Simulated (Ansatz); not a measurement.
# Pb (P6_3/mmc) in Ansatz: equation of state

Aim: energy against volume of Pb in PBE, for its equilibrium volume and stiffness.

Program: Ansatz 0.2.0. These are calculated values, not measurements. Logs are shortened: lines on timing, memory, paths and dates and some standing lists are left out, and cuts for length are marked.

## 1. The crystal as given

The structure is hexagonal, space group P6_3/mmc (No. 194). The conventional cell has a = 3.480 Å, b = 3.480 Å, c = 5.590 Å, α = 90.00°, β = 90.00°, γ = 120.00°. Pb (site symmetry -6m2) has 12 Pb at 3.44 to 3.48 Å as nearest neighbours.

This isn't the form of Pb at room conditions, which is fcc.

## 2. Single point, PBE, 27.55 Å³/atom (volume scaled by 0.94)

Contents of input.yaml:

```yaml
crystal:
  lattice:
    - [3.4089596583, 0.0, 0.0]
    - [-1.7044798292, 2.9522456646, 0.0]
    - [0.0, 0.0, 5.4758863477]
  atoms:
    - { symbol: Pb, position: [0.6666666667, 0.3333333333, 0.75] }
    - { symbol: Pb, position: [0.3333333333, 0.6666666667, 0.25] }
hamiltonian:
  xc: pbe
  pseudopotentials: { kind: paw }
kpoints:
  mp_grid: { grid: [9, 9, 5] }
scf:
  occupations: { method: fermi_dirac, width: 0.05 }
output:
  forces: true
  stress: true
  eigenvalues: true
  write_density: true
  write_potential: true
  elf: true
  volumetric_format: npy
```

Potentials or basis: Ansatz PAW.

On the command line:

```sh
ansatz run input.yaml --threads 2 --pin off --max-ram 5120MiB --backend cpu --events-out ev --progress --plain --runs-dir out
```

Output:

```text
Warning: RAYON_NUM_THREADS=2 ignored (pool sized by the plan → 2); use --threads N
Engine: ansatz 0.2.0, aarch64-unknown-linux-gnu
Pseudopotentials: kind: paw
Pseudopotential: Pb, paw, valence charge 14, recommended cutoff 420 eV (normal), Pb.paw.azcp
Functional definition: PBE
  parameter kappa = 0.804
  parameter beta = 0.06672455060314922
  exchange = pbe_x(kappa = kappa, mu = beta*pi^2/3)
  correlation = pbe_c(beta = beta)
Crystal: 2 atoms, lattice volume = 55.110 Å³
Basis set: ecut = 420 eV, 1087 PW (Γ), exchange–correlation on 48×48×80 points (8 copies of the dense FFT grid, shifted against one another)
Bands: 18, of which v1, the nominal top of the filled ones, is band 14 counted from 1 (13 counted from 0)
Symmetry: 24 space group operations
Space group: P63/mmc (ITA 194), of the structure as read, at distance tolerance 3.8e-5 Å
k-points: 36 of 405
Non-local potential: Pb, projectors of the file, l = 0: 2, l = 1: 2, l = 2: 2, l = 3: 2
PAW form: soft (Blöchl's): semilocal exchange-correlation on the pseudo side does not see the compensation charge
PAW one-centre angular grid: Pb, 590 points (default); XC on 64 Gauss nodes
Initial density: superposition of atomic densities (neutral atoms: chi_scale 0, normalization atom), corrected by the library's trained network
Initial wavefunctions: pseudopotential atomic-orbital guess
Functional: x = pbe(κ = 0.804, μ = 0.2195149727645171), c = pbe(β = 0.06672455060314922)
SCF iter   1: F=—  HF=-23812.585896 eV  |F-HF|=—  |Δ(HF+E_count)|=         —  Δρ=1.63e-3  dr2=2.04e-3  ethr=1.77e-3  ⟨swp⟩=6.5  Hψ=3254  notcnv=0
preconditioner: auto → Resta (q_TF=auto, 2.437 Å⁻¹)  ε∞=3.4  [insulator: Δε(μ)=0.172 eV  Ē_g=17.178 eV  σ=0.050 eV  W_gap=0.61  n_scr=22 (ndim 8)  ℏωp=26.5 eV  f_vac=0.000  D(μ)=0.92/eV (n_scr^D=2)  ε∞_Penn≈3.4]
SCF iter   2: F=—  HF=-23812.583644 eV  |F-HF|=—  |Δ(HF+E_count)|=   2.25e-3  Δρ=1.03e-3  dr2=7.62e-4  ethr=7.27e-6  ⟨swp⟩=2.1  Hψ=1393  notcnv=0
SCF iter   3: F=—  HF=-23812.583460 eV  |F-HF|=—  |Δ(HF+E_count)|=   1.85e-4  Δρ=4.34e-4  dr2=7.92e-5  ethr=2.72e-6  ⟨swp⟩=2.0  Hψ=1134  notcnv=0
SCF iter   4: F=—  HF=-23812.583431 eV  |F-HF|=—  |Δ(HF+E_count)|=   2.87e-5  Δρ=1.91e-4  dr2=1.40e-5  ethr=2.83e-7  ⟨swp⟩=2.8  Hψ=1160  notcnv=0
SCF iter   5: F=—  HF=-23812.583426 eV  |F-HF|=—  |Δ(HF+E_count)|=   4.73e-6  Δρ=6.34e-5  dr2=1.57e-6  ethr=5.01e-8  ⟨swp⟩=2.0  Hψ=1139  notcnv=0
SCF iter   6: F=—  HF=-23812.583425 eV  |F-HF|=—  |Δ(HF+E_count)|=   6.53e-7  Δρ=2.29e-5  dr2=2.02e-7  ethr=5.62e-9  ⟨swp⟩=2.1  Hψ=1054  notcnv=0
SCF iter   7: F=-23812.583425 eV  HF=-23812.583425 eV  |F-HF|=1.08e-8  |Δ(HF+E_count)|=   9.90e-8  Δρ=5.55e-6  dr2=1.08e-8  ethr=3.57e-10  ⟨swp⟩=9.8  Hψ=4420  notcnv=0
SCF 1 converged in 7 iterations: F = -23812.583425 eV  dr2 = 1.08e-8
SCF converged after 7 iterations
Free energy (F): -23812.583425 eV
Harris-Foulkes:  -23812.583425 eV  (|F-HF|=1.08e-8)
Internal energy: -23812.574912 eV  (E = F + TS)
E sigma→0 (E₀):  -23812.579169 eV
Entropy (-TS):   -0.008513 eV (-4.257 meV/atom)
Fermi energy:    12.428789 eV
--- Per-component energies (eV) ---
  E_band       = -34.565661
  E_kinetic    = 581.446300
  E_local      = -1902.063385  (includes V_loc(G=0)·N_el)
  E_nonlocal   = 699.338621
  E_hartree    = 762.110245
  E_xc         = -443.051188
  E_vxc        = -267.062056  (∫ρ·V_xc dr)
  E_paw        = -20811.718064  (= ΣΔE_a)
  E_vpaw       = -670.451064  (= ΣTr[D̂ρ^β])
  E_aug_tail   = 0.000094  (compensation charges beyond the density's cutoff)
  E_ewald      = -2698.637536
  E_smearing   = -0.008513  (= −TS)
  E_closure    = 0.000000  (closes the sum)
  Σ components = -23812.583425   (vs F -23812.583425, Δ=0.00e0)
--- Forces (eV/Å), atoms counted from 1 ---
  atom   1  Pb    -0.00000000     0.00000000     0.00000000
  atom   2  Pb     0.00000000    -0.00000000    -0.00000000
  max |Σ_I F_I| component: 9.25e-18 eV/Å
--- Stress (GPa, compression-positive) ---
        6.543642       0.000000       0.000000
        0.000000       6.543642       0.000000
        0.000000       0.000000      11.550010
  P = ⅓ Tr σ = 8.2124 GPa (82.124 kbar)
--- Band table (eV; the first three rows and the last of 36) ---
  k-point 0: bands = ["-4.7696", "-4.6971", "-4.6968", "-4.6968", "-4.6659", "-4.6659", "-4.6036", "-4.6036", "-4.3692", "-4.3692", "0.0134", "4.4039", "7.8090", "18.3735", "18.3735", "20.4190", "20.4190", "21.1607"]
  k-point 1: bands = ["-4.7590", "-4.7146", "-4.7146", "-4.6996", "-4.6788", "-4.6788", "-4.5604", "-4.5604", "-4.3816", "-4.3816", "0.2318", "3.4116", "9.2499", "18.5482", "18.5482", "18.7841", "20.2176", "20.2176"]
  k-point 2: bands = ["-4.7345", "-4.7228", "-4.7228", "-4.7113", "-4.7056", "-4.7056", "-4.4859", "-4.4859", "-4.4211", "-4.4211", "0.8923", "1.9873", "12.0090", "15.2795", "19.0308", "19.0308", "19.6757", "19.6757"]
  k-point 35: bands = ["-4.7599", "-4.7599", "-4.6872", "-4.5693", "-4.5576", "-4.5576", "-4.5323", "-4.5291", "-4.3619", "-4.3619", "5.4393", "5.4393", "9.7567", "9.7567", "10.2371", "11.3103", "17.4895", "17.4895"]
```

Run time: 1.4 s. Hardware: 2 threads of Arm Neoverse V1, shared host; peak memory 0.32 GiB.

What came out:

```
Free energy            : -23812.5834 eV
Pressure               : 8.2 GPa
Band gap on the k mesh : none (metal or under the smearing width)
```

## 3. Single point, PBE, 28.14 Å³/atom (volume scaled by 0.96)

input.yaml: that of step 2 with these lines changed.

```diff
@@ -2,5 +2,5 @@
   lattice:
-    - [3.4089596583, 0.0, 0.0]
-    - [-1.7044798292, 2.9522456646, 0.0]
-    - [0.0, 0.0, 5.4758863477]
+    - [3.4329672075, 0.0, 0.0]
+    - [-1.7164836037, 2.9730368121, 0.0]
+    - [0.0, 0.0, 5.5144501982]
   atoms:
@@ -19,5 +19 @@
   eigenvalues: true
-  write_density: true
-  write_potential: true
-  elf: true
-  volumetric_format: npy
```

Potentials or basis: Ansatz PAW.

On the command line:

```sh
ansatz run input.yaml --threads 2 --pin off --max-ram 5120MiB --backend cpu --events-out ev --progress --plain --runs-dir out
```

Wall time 1.1 s (2 threads of Arm Neoverse V1, shared host); peak memory 0.32 GiB.

The run converged. Its results:

| Quantity | Value |
| --- | --- |
| Free energy | -23812.6379 eV |
| Pressure | 6.7 GPa |
| Band gap on the k mesh | none (metal or under the smearing width) |

## 4. Single point, PBE, 28.73 Å³/atom (volume scaled by 0.98)

input.yaml: that of step 3 with these lines changed.

```diff
@@ -2,5 +2,5 @@
   lattice:
-    - [3.4329672075, 0.0, 0.0]
-    - [-1.7164836037, 2.9730368121, 0.0]
-    - [0.0, 0.0, 5.5144501982]
+    - [3.4566435916, 0.0, 0.0]
+    - [-1.7283217958, 2.9935411621, 0.0]
+    - [0.0, 0.0, 5.552482091]
   atoms:
```

Potentials or basis: Ansatz PAW.

On the command line:

```sh
ansatz run input.yaml --threads 2 --pin off --max-ram 5120MiB --backend cpu --events-out ev --progress --plain --runs-dir out
```

Output:

```text
Warning: RAYON_NUM_THREADS=2 ignored (pool sized by the plan → 2); use --threads N
[... 8 set-up lines as earlier in the session ...]
Crystal: 2 atoms, lattice volume = 57.455 Å³
Basis set: ecut = 420 eV, 1105 PW (Γ), exchange–correlation on 48×48×80 points (8 copies of the dense FFT grid, shifted against one another)
Bands: 18, of which v1, the nominal top of the filled ones, is band 14 counted from 1 (13 counted from 0)
[... 1 set-up line as earlier in the session ...]
Space group: P63/mmc (ITA 194), of the structure as read, at distance tolerance 3.9e-5 Å
k-points: 36 of 405
[... 6 set-up lines as earlier in the session ...]
SCF iter   1: F=—  HF=-23812.684008 eV  |F-HF|=—  |Δ(HF+E_count)|=         —  Δρ=1.58e-3  dr2=2.03e-3  ethr=1.77e-3  ⟨swp⟩=6.5  Hψ=3224  notcnv=0
preconditioner: auto → Kerker (q_TF=auto, 2.420 Å⁻¹)  [metal: Δε(μ)=0.134 eV  Ē_g=17.000 eV  σ=0.050 eV  W_gap=0.50  n_scr=22 (ndim 8)  ℏωp=25.9 eV  f_vac=0.000  D(μ)=1.05/eV (n_scr^D=2)]
SCF iter   2: F=—  HF=-23812.682052 eV  |F-HF|=—  |Δ(HF+E_count)|=   1.96e-3  Δρ=1.10e-3  dr2=9.97e-4  ethr=7.25e-6  ⟨swp⟩=2.1  Hψ=1397  notcnv=0
SCF iter   3: F=—  HF=-23812.681797 eV  |F-HF|=—  |Δ(HF+E_count)|=   2.55e-4  Δρ=4.61e-4  dr2=1.04e-4  ethr=3.56e-6  ⟨swp⟩=2.9  Hψ=1165  notcnv=0
SCF iter   4: F=—  HF=-23812.681762 eV  |F-HF|=—  |Δ(HF+E_count)|=   3.49e-5  Δρ=2.63e-4  dr2=2.72e-5  ethr=3.71e-7  ⟨swp⟩=2.6  Hψ=1162  notcnv=0
SCF iter   5: F=—  HF=-23812.681754 eV  |F-HF|=—  |Δ(HF+E_count)|=   7.95e-6  Δρ=6.01e-5  dr2=1.34e-6  ethr=9.70e-8  ⟨swp⟩=2.0  Hψ=1132  notcnv=0
SCF iter   6: F=—  HF=-23812.681754 eV  |F-HF|=—  |Δ(HF+E_count)|=   2.36e-7  Δρ=2.36e-5  dr2=2.06e-7  ethr=4.79e-9  ⟨swp⟩=3.0  Hψ=1185  notcnv=0
SCF iter   7: F=-23812.681754 eV  HF=-23812.681754 eV  |F-HF|=7.13e-9  |Δ(HF+E_count)|=   8.29e-8  Δρ=4.56e-6  dr2=8.24e-9  ethr=3.57e-10  ⟨swp⟩=5.8  Hψ=2824  notcnv=0
SCF 1 converged in 7 iterations: F = -23812.681754 eV  dr2 = 8.24e-9
SCF converged after 7 iterations
Free energy (F): -23812.681754 eV
Harris-Foulkes:  -23812.681754 eV  (|F-HF|=7.13e-9)
Internal energy: -23812.672229 eV  (E = F + TS)
E sigma→0 (E₀):  -23812.676991 eV
Entropy (-TS):   -0.009524 eV (-4.762 meV/atom)
Fermi energy:    11.759095 eV
--- Per-component energies (eV) ---
  E_band       = -51.936671
  E_kinetic    = 579.966831
  E_local      = -1958.233039  (includes V_loc(G=0)·N_el)
  E_nonlocal   = 699.249257
  E_hartree    = 781.698691
  E_xc         = -442.445062
  E_vxc        = -266.227225  (∫ρ·V_xc dr)
  E_paw        = -20811.498804  (= ΣΔE_a)
  E_vpaw       = -670.093943  (= ΣTr[D̂ρ^β])
  E_aug_tail   = 0.000090  (compensation charges beyond the density's cutoff)
  E_ewald      = -2661.410194
  E_smearing   = -0.009524  (= −TS)
  E_closure    = -0.000000  (closes the sum)
  Σ components = -23812.681754   (vs F -23812.681754, Δ=0.00e0)
--- Forces (eV/Å), atoms counted from 1 ---
  atom   1  Pb    -0.00000000    -0.00000000     0.00000000
  atom   2  Pb    -0.00000000     0.00000000     0.00000000
  max |Σ_I F_I| component: 2.78e-17 eV/Å
--- Stress (GPa, compression-positive) ---
        3.895346       0.000000       0.000000
        0.000000       3.895346       0.000000
        0.000000       0.000000       8.213321
  P = ⅓ Tr σ = 5.3347 GPa (53.347 kbar)
--- Band table (eV; the first three rows and the last of 36) ---
  k-point 0: bands = ["-5.3770", "-5.3223", "-5.3223", "-5.3207", "-5.2956", "-5.2956", "-5.2388", "-5.2388", "-5.0303", "-5.0303", "-0.3417", "3.7705", "7.3618", "17.4681", "17.4681", "19.4171", "19.4171", "20.1195"]
  k-point 1: bands = ["-5.3687", "-5.3380", "-5.3380", "-5.3225", "-5.3069", "-5.3069", "-5.2006", "-5.2006", "-5.0415", "-5.0415", "-0.1322", "2.8751", "8.6916", "17.6355", "17.6355", "17.8399", "19.2255", "19.2255"]
  k-point 2: bands = ["-5.3493", "-5.3453", "-5.3453", "-5.3313", "-5.3303", "-5.3303", "-5.1346", "-5.1346", "-5.0769", "-5.0769", "0.4992", "1.5398", "11.3190", "14.4634", "18.0967", "18.0967", "18.7107", "18.7107"]
  k-point 35: bands = ["-5.3733", "-5.3733", "-5.3096", "-5.2056", "-5.1965", "-5.1965", "-5.1752", "-5.1722", "-5.0234", "-5.0234", "4.7429", "4.7429", "9.2144", "9.2144", "9.6880", "10.7199", "16.6332", "16.6332"]
```

Run time: 1.2 s. Hardware: 2 threads of Arm Neoverse V1, shared host; peak memory 0.32 GiB.

What came out:

```yaml
Free_energy: -23812.6818 eV
Pressure: 5.3 GPa
Band_gap_on_the_k_mesh: none (metal or under the smearing width)
```

## 5. Single point, PBE, 29.31 Å³/atom

input.yaml: that of step 4 with these lines changed.

```diff
@@ -2,5 +2,5 @@
   lattice:
-    - [3.4566435916, 0.0, 0.0]
-    - [-1.7283217958, 2.9935411621, 0.0]
-    - [0.0, 0.0, 5.552482091]
+    - [3.48, 0.0, 0.0]
+    - [-1.74, 3.0137684052, 0.0]
+    - [0.0, 0.0, 5.59]
   atoms:
```

On the command line:

```sh
ansatz run input.yaml --threads 2 --pin off --max-ram 5120MiB --backend cpu --events-out ev --progress --plain --runs-dir out
```

It took 1.2 s on 2 threads of Arm Neoverse V1, shared host; peak memory 0.32 GiB.

It converged, with:

* Free energy: -23812.7163 eV
* Pressure: 4.1 GPa
* Band gap on the k mesh: none (metal or under the smearing width)

## 6. Single point, PBE, 29.90 Å³/atom (volume scaled by 1.02)

input.yaml: that of step 5 with these lines changed.

```diff
@@ -2,5 +2,5 @@
   lattice:
-    - [3.48, 0.0, 0.0]
-    - [-1.74, 3.0137684052, 0.0]
-    - [0.0, 0.0, 5.59]
+    - [3.5030470293, 0.0, 0.0]
+    - [-1.7515235146, 3.033727718, 0.0]
+    - [0.0, 0.0, 5.6270209464]
   atoms:
```

Potentials or basis: Ansatz PAW.

On the command line:

```sh
ansatz run input.yaml --threads 2 --pin off --max-ram 5120MiB --backend cpu --events-out ev --progress --plain --runs-dir out
```

Run time: 1.3 s. Hardware: 2 threads of Arm Neoverse V1, shared host; peak memory 0.32 GiB.

Results (log left out):

| Property | Result |
| --- | --- |
| Free energy | -23812.7426 eV |
| Pressure | 3.1 GPa |
| Band gap on the k mesh | none (metal or under the smearing width) |

## 7. Single point, PBE, 30.49 Å³/atom (volume scaled by 1.04)

input.yaml: that of step 6 with these lines changed.

```diff
@@ -2,5 +2,5 @@
   lattice:
-    - [3.5030470293, 0.0, 0.0]
-    - [-1.7515235146, 3.033727718, 0.0]
-    - [0.0, 0.0, 5.6270209464]
+    - [3.5257947253, 0.0, 0.0]
+    - [-1.7628973626, 3.0534278007, 0.0]
+    - [0.0, 0.0, 5.6635610674]
   atoms:
```

On the command line:

```sh
ansatz run input.yaml --threads 2 --pin off --max-ram 5120MiB --backend cpu --events-out ev --progress --plain --runs-dir out
```

Run time: 1.1 s. Hardware: 2 threads of Arm Neoverse V1, shared host; peak memory 0.32 GiB.

Results (log left out):

| Property | Result |
| --- | --- |
| Free energy | -23812.7615 eV |
| Pressure | 2.1 GPa |
| Band gap on the k mesh | none (metal or under the smearing width) |

## 8. Single point, PBE, 31.07 Å³/atom (volume scaled by 1.06)

input.yaml: that of step 7 with these lines changed.

```diff
@@ -2,5 +2,5 @@
   lattice:
-    - [3.5257947253, 0.0, 0.0]
-    - [-1.7628973626, 3.0534278007, 0.0]
-    - [0.0, 0.0, 5.6635610674]
+    - [3.548252622, 0.0, 0.0]
+    - [-1.774126311, 3.0728769098, 0.0]
+    - [0.0, 0.0, 5.6996356773]
   atoms:
```

On the command line:

```sh
ansatz run input.yaml --threads 2 --pin off --max-ram 5120MiB --backend cpu --events-out ev --progress --plain --runs-dir out
```

It took 1.2 s on 2 threads of Arm Neoverse V1, shared host; peak memory 0.32 GiB.

The run converged. Its results:

| Property | Result |
| --- | --- |
| Free energy | -23812.7739 eV |
| Pressure | 1.3 GPa |
| Band gap on the k mesh | none (metal or under the smearing width) |

## 9. Equation of state, PBE

Potentials or basis: Ansatz PAW.

This step only gathers the single runs of the series.

Results:

```
Equilibrium volume                        : 32.13 Å³/atom (rough: see the caveat)
Bulk modulus at fixed shape and positions : 35 GPa (rough)
```

Energy against volume, from the lowest point:
```
volume (Å³/atom)  energy (meV/atom)
          27.555              95.25
          28.141              68.03
          28.727              46.08
          29.314              28.80
          29.900              15.66
          30.486               6.20
          31.073               0.00
```

Caveat: the minimum lies outside the volumes run; the cell was scaled at fixed shape and fractional positions, which overstates the stiffness of a crystal with free parameters, most of all of layers and chains.
